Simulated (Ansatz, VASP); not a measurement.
HfB: VASP beside Ansatz

```
CELL_PARAMETERS angstrom
0.00000 2.41813 2.41813
2.41813 0.00000 2.41813
2.41813 2.41813 0.00000
ATOMIC_POSITIONS crystal
Hf 0.50000 0.50000 0.50000
B 0.00000 0.00000 0.00000
```

Alike in both runs: functional PBE; k mesh 8 × 8 × 8; occupations gaussian, width 0.1 eV; no spin polarisation.

Ansatz relaxed the structure, and its values are those at the end. VASP's run is a single point on that final structure, the one shown.

|  | VASP | Ansatz |
| --- | --- | --- |
| version | VASP 6.6.1 | Ansatz 0.2.0 |
| potentials or method | VASP PAW PBE potentials, release 64 (Hf_pv, B) | scalar-relativistic, plane waves, PAW |
| plane-wave cutoff (eV) | 520 | 520 |
| valence electrons in the cell | 13 | 29 |

```csv
,VASP,Ansatz,Ansatz less VASP
gap on the k mesh at the Fermi level (eV),none,none,-
pressure (GPa),-0.1,-0.2,-0.12
```

A gap of «none» marks a metal or a gap that the smearing closes. The two sets of potentials don't hold the same shells in valence.

Spin-orbit coupling is left out, which matters for the levels of Hf.
